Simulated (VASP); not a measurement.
All values below come from G0W0 on PBE orbitals, VASP's PBE PAW potentials (set 64) (plane waves; VASP 6.6.1).

A VASP calculation is set up with these files.

### POSCAR
```
AlSb
1
    0.0000000000     3.0700000000     3.0700000000
    3.0700000000     0.0000000000     3.0700000000
    3.0700000000     3.0700000000     0.0000000000
Al Sb
1 1
Direct
  0.0000000000   0.0000000000   0.0000000000
  0.2500000000   0.2500000000   0.2500000000
```

**INCAR**
```
ALGO=EVGW0
ENCUT=350
ENCUTGW=150
GGA=PE
ISMEAR=0
LASPH=.TRUE.
LCHARG=.FALSE.
LREAL=.FALSE.
LSPECTRALGW=.TRUE.
LWAVE=.FALSE.
NBANDS=64
NBANDSGW=17
NELMGW=1
NOMEGA=64
PREC=Normal
SIGMA=0.01
SYSTEM=AlSb
```

File KPOINTS:
```
Automatic mesh
0
Gamma
4 4 4
0 0 0
```

POTCAR, in this order: Al_GW Sb_d_GW (PBE.64 set). Program: vasp_std. Read from the step before: WAVECAR, WAVEDER.

What VASP printed:

File OSZICAR:
```
energies w=
    0.000    0.000    0.548    0.000    1.094    0.000    1.638    0.000
    2.178    0.000    2.714    0.000    3.244    0.000    3.769    0.000
    4.287    0.000    4.798    0.000    5.302    0.000    5.800    0.000
    6.290    0.000    6.774    0.000    7.252    0.000    7.724    0.000
    8.191    0.000    8.654    0.000    9.114    0.000    9.570    0.000
   10.025    0.000   10.479    0.000   10.933    0.000   11.388    0.000
   11.846    0.000   12.306    0.000   12.771    0.000   13.242    0.000
   13.720    0.000   14.207    0.000   14.704    0.000   15.214    0.000
   15.737    0.000   16.277    0.000   16.835    0.000   17.414    0.000
   18.018    0.000   18.649    0.000   19.312    0.000   20.010    0.000
   20.749    0.000   21.535    0.000   22.374    0.000   23.275    0.000
   24.247    0.000   25.301    0.000   26.450    0.000   27.712    0.000
   29.107    0.000   30.660    0.000   32.402    0.000   34.373    0.000
   36.624    0.000   39.225    0.000   42.264    0.000   45.866    0.000
   50.204    0.000   55.529    0.000   62.220    0.000   70.874    0.000
   82.491    0.000   98.882    0.000  123.709    0.000  165.641    0.000
NQ=   1    0.0000    0.0000    0.0000,
 performed         80000 updates of chi_q(r,r)
NQ=   2    0.2500    0.0000    0.0000,
 performed        221000 updates of chi_q(r,r)
NQ=   3    0.5000    0.0000    0.0000,
 performed        345000 updates of chi_q(r,r)
NQ=   4    0.2500    0.2500    0.0000,
 performed        486000 updates of chi_q(r,r)
NQ=   5    0.5000    0.2500    0.0000,
 performed        675000 updates of chi_q(r,r)
NQ=   6   -0.2500    0.2500    0.0000,
 performed        847000 updates of chi_q(r,r)
NQ=   7    0.5000    0.5000    0.0000,
 performed        958000 updates of chi_q(r,r)
NQ=   8   -0.2500    0.5000    0.2500,
 performed       1095000 updates of chi_q(r,r)
 resolving degeneracies of screened two electron integrals
```

File OUTCAR:
```


 k-point   1 :       0.0000    0.0000    0.0000
  band No.  KS-energies  QP-energies   sigma(KS)   V_xc(KS)     V^pw_x(r,r')   Z            occupation Imag(sigma)

      1     -24.6741     -27.2494     -22.4153     -18.6065     -28.9786       0.6762       2.0000       0.3269
      2     -24.6741     -27.2494     -22.4153     -18.6065     -28.9786       0.6762       2.0000       0.3269
      3     -24.6741     -27.2494     -22.4153     -18.6065     -28.9786       0.6762       2.0000       0.3269
      4     -24.6531     -27.2292     -22.4100     -18.6077     -28.9644       0.6775       2.0000       0.3129
      5     -24.6531     -27.2292     -22.4100     -18.6077     -28.9644       0.6775       2.0000       0.3129
      6      -7.2737      -7.5052     -11.1685     -10.8179     -17.0512       0.6601       2.0000       0.9709
      7       3.4496       3.2162     -11.4796     -11.1735     -12.7188       0.7625       2.0000       0.0709
      8       3.4496       3.2162     -11.4796     -11.1735     -12.7188       0.7625       2.0000       0.0709
      9       3.4496       3.2162     -11.4796     -11.1735     -12.7188       0.7625       2.0000       0.0709
     10       5.0374       5.3658     -10.1781     -10.6096      -6.1896       0.7610       0.0000      -0.0978
     11       6.5513       6.8082      -8.7539      -9.0965      -4.8453       0.7501       0.0000      -0.1238
     12       6.5513       6.8082      -8.7539      -9.0965      -4.8453       0.7501       0.0000      -0.1238
     13       6.5513       6.8082      -8.7539      -9.0965      -4.8453       0.7501       0.0000      -0.1238
     14       9.9787       9.8577      -7.1820      -7.0235      -2.2961       0.7637       0.0000      -0.2692
     15      11.2264      11.5143      -8.6865      -9.0746      -3.8829       0.7417       0.0000      -0.2851
     16      11.2264      11.5143      -8.6865      -9.0746      -3.8829       0.7417       0.0000      -0.2851
     17      12.9186      12.9134      -7.4121      -7.4051      -2.1589       0.7493       0.0000      -0.4229

 k-point   2 :       0.2500    0.0000    0.0000
  band No.  KS-energies  QP-energies   sigma(KS)   V_xc(KS)     V^pw_x(r,r')   Z            occupation Imag(sigma)

      1     -24.6730     -27.2572     -22.4154     -18.6078     -28.9793       0.6787       2.0000       0.3262
      2     -24.6730     -27.2572     -22.4154     -18.6078     -28.9793       0.6787       2.0000       0.3262
      3     -24.6730     -27.2572     -22.4154     -18.6078     -28.9793       0.6787       2.0000       0.3262
      4     -24.6530     -27.2381     -22.4100     -18.6079     -28.9643       0.6799       2.0000       0.3133
      5     -24.6530     -27.2381     -22.4100     -18.6079     -28.9643       0.6799       2.0000       0.3133
      6      -6.7262      -6.9534     -11.3539     -11.0179     -16.9788       0.6763       2.0000       0.9081
      7       0.1298      -0.2017     -10.6620     -10.2072     -12.8833       0.7290       2.0000       0.1642
      8       2.9066       2.6445     -11.2149     -10.8693     -12.5726       0.7585       2.0000       0.0774
      9       2.9066       2.6445     -11.2149     -10.8693     -12.5726       0.7585       2.0000       0.0774
     10       5.2163       5.4554      -9.1787      -9.4928      -5.4171       0.7613       0.0000      -0.1002
     11       7.2384       7.4938      -8.8308      -9.1728      -4.7229       0.7470       0.0000      -0.1426
     12       7.2384       7.4938      -8.8308      -9.1728      -4.7229       0.7470       0.0000      -0.1426
     13       9.0709       9.3345      -9.5878      -9.9429      -4.9711       0.7426       0.0000      -0.2104
     14      10.4989      10.6738      -8.3098      -8.5441      -3.5799       0.7464       0.0000      -0.2706
     15      10.4989      10.6738      -8.3098      -8.5441      -3.5799       0.7464       0.0000      -0.2706
     16      10.9599      10.8333      -7.1541      -6.9860      -2.1180       0.7530       0.0000      -0.3172
     17      13.4046      13.4575      -8.0095      -8.0805      -2.6206       0.7454       0.0000      -0.4821

 k-point   3 :       0.5000    0.0000    0.0000
  band No.  KS-energies  QP-energies   sigma(KS)   V_xc(KS)     V^pw_x(r,r')   Z            occupation Imag(sigma)

      1     -24.6717     -27.2574     -22.4152     -18.6090     -28.9794       0.6793       2.0000       0.3257
      2     -24.6717     -27.2574     -22.4152     -18.6090     -28.9794       0.6793       2.0000       0.3257
      3     -24.6717     -27.2574     -22.4152     -18.6090     -28.9794       0.6793       2.0000       0.3257
      4     -24.6521     -27.2509     -22.4104     -18.6092     -28.9650       0.6837       2.0000       0.3135
      5     -24.6521     -27.2509     -22.4104     -18.6092     -28.9650       0.6837       2.0000       0.3135
      6      -5.8825      -6.0870     -11.8451     -11.5473     -17.0383       0.6868       2.0000       0.7763
      7      -1.9824      -2.3641     -10.0080      -9.4630     -13.4012       0.7004       2.0000       0.3435
      8       2.5368       2.2483     -11.1484     -10.7658     -12.6665       0.7541       2.0000       0.0853
      9       2.5368       2.2483     -11.1484     -10.7658     -12.6665       0.7541       2.0000       0.0853
     10       4.7889       5.0015      -9.1119      -9.3898      -5.4782       0.7649       0.0000      -0.0939
     11       7.1768       7.3884      -8.4702      -8.7517      -4.3834       0.7518       0.0000      -0.1391
     12       7.1768       7.3884      -8.4702      -8.7517      -4.3834       0.7518       0.0000      -0.1391
     13      10.0299       9.8744      -7.1397      -6.9334      -2.2189       0.7535       0.0000      -0.2750
     14      12.9398      13.1232      -8.6600      -8.9104      -3.0515       0.7325       0.0000      -0.5016
     15      12.9398      13.1232      -8.6600      -8.9104      -3.0515       0.7325       0.0000      -0.5016
     16      13.0812      13.2404      -8.8495      -9.0633      -3.5401       0.7450       0.0000      -0.4499
     17      13.9660      14.2560      -9.1024      -9.4917      -3.7578       0.7450       0.0000      -0.5699

 k-point   4 :       0.2500    0.2500    0.0000
  band No.  KS-energies  QP-energies   sigma(KS)   V_xc(KS)     V^pw_x(r,r')   Z            occupation Imag(sigma)

      1     -24.6755     -27.2447     -22.4134     -18.6045     -28.9764       0.6745       2.0000       0.3310
      2     -24.6703     -27.2703     -22.4174     -18.6111     -28.9819       0.6831       2.0000       0.3231
      3     -24.6703     -27.2703     -22.4174     -18.6111     -28.9819       0.6831       2.0000       0.3231
      4     -24.6536     -27.2220     -22.4085     -18.6065     -28.9624       0.6756       2.0000       0.3154
      5     -24.6513     -27.2637     -22.4118     -18.6098     -28.9660       0.6871       2.0000       0.3121
      6      -6.5330      -6.7573     -11.4169     -11.0864     -16.9485       0.6787       2.0000       0.8843
      7       0.2404      -0.0506     -10.9952     -10.5979     -13.1328       0.7324       2.0000       0.1561
      8       2.0502       1.7348     -10.8106     -10.3900     -12.4117       0.7497       2.0000       0.0939
      9       2.0502       1.7348     -10.8106     -10.3900     -12.4117       0.7497       2.0000       0.0939
     10       5.1708       5.3015      -8.3078      -8.4788      -4.7160       0.7643       0.0000      -0.1002
     11       6.5195       6.6746      -8.6440      -8.8482      -4.6396       0.7597       0.0000      -0.1230
     12       9.0150       9.3253      -9.4057      -9.8284      -4.8146       0.7340       0.0000      -0.2154
     13       9.0150       9.3253      -9.4057      -9.8284      -4.8146       0.7340       0.0000      -0.2154
     14      10.0542      10.3236      -9.3426      -9.7025      -4.5836       0.7488       0.0000      -0.2487
     15      12.0470      12.3306      -8.6765      -9.0581      -3.6091       0.7432       0.0000      -0.3722
     16      12.9789      12.9966      -7.8427      -7.8662      -2.4694       0.7483       0.0000      -0.4518
     17      14.6056      14.5972      -7.6874      -7.6761      -2.1817       0.7471       0.0000      -0.5958

 k-point   5 :       0.5000    0.2500    0.0000
  band No.  KS-energies  QP-energies   sigma(KS)   V_xc(KS)     V^pw_x(r,r')   Z            occupation Imag(sigma)

      1     -24.6744     -27.2517     -22.4136     -18.6057     -28.9769       0.6768       2.0000       0.3312
      2     -24.6694     -27.2809     -22.4171     -18.6124     -28.9821       0.6864       2.0000       0.3217
      3     -24.6694     -27.2809     -22.4171     -18.6124     -28.9821       0.6864       2.0000       0.3217
      4     -24.6536     -27.2341     -22.4080     -18.6066     -28.9620       0.6788       2.0000       0.3160
      5     -24.6513     -27.2608     -22.4113     -18.6100     -28.9656       0.6864       2.0000       0.3126
      6      -5.6417      -5.8421     -11.9382     -11.6490     -17.0096       0.6930       2.0000       0.7404
      7      -1.6117      -1.9562     -10.3335      -9.8436     -13.5489       0.7033       2.0000       0.2977
      8       0.7484       0.3784     -10.2528      -9.7517     -12.1909       0.7384       2.0000       0.1324
      9       1.7759       1.4424     -10.7958     -10.3482     -12.5301       0.7450       2.0000       0.1017
     10       5.3741       5.4813      -8.2975      -8.4375      -4.6149       0.7658       0.0000      -0.1030
     11       7.7232       7.9352      -8.9278      -9.2107      -4.6745       0.7492       0.0000      -0.1598
     12       8.6787       8.8926      -9.0010      -9.2885      -4.4983       0.7441       0.0000      -0.1929
     13       9.1948       9.4503      -8.9366      -9.2822      -4.2790       0.7391       0.0000      -0.2273
     14      12.4471      12.6072      -8.8911      -9.1091      -3.5024       0.7347       0.0000      -0.4563
     15      12.9683      13.1785      -8.7431      -9.0290      -3.2129       0.7352       0.0000      -0.4990
     16      14.1232      14.1749      -7.9038      -7.9733      -2.4744       0.7452       0.0000      -0.5211
     17      14.4885      14.8327      -9.4515      -9.9248      -3.5685       0.7272       0.0000      -0.6576

 k-point   6 :      -0.2500    0.2500    0.0000
  band No.  KS-energies  QP-energies   sigma(KS)   V_xc(KS)     V^pw_x(r,r')   Z            occupation Imag(sigma)

...
```
(Selected blocks of OUTCAR.)

The mesh is coarse and the basis finite, so the quasiparticle values are not converged.

The compound is AlSb in the zinc blende structure. The cell was not relaxed at this level. The k-mesh is coarse (spacing up to 0.44 per Å, 2π included), so the numbers may not be converged in it.
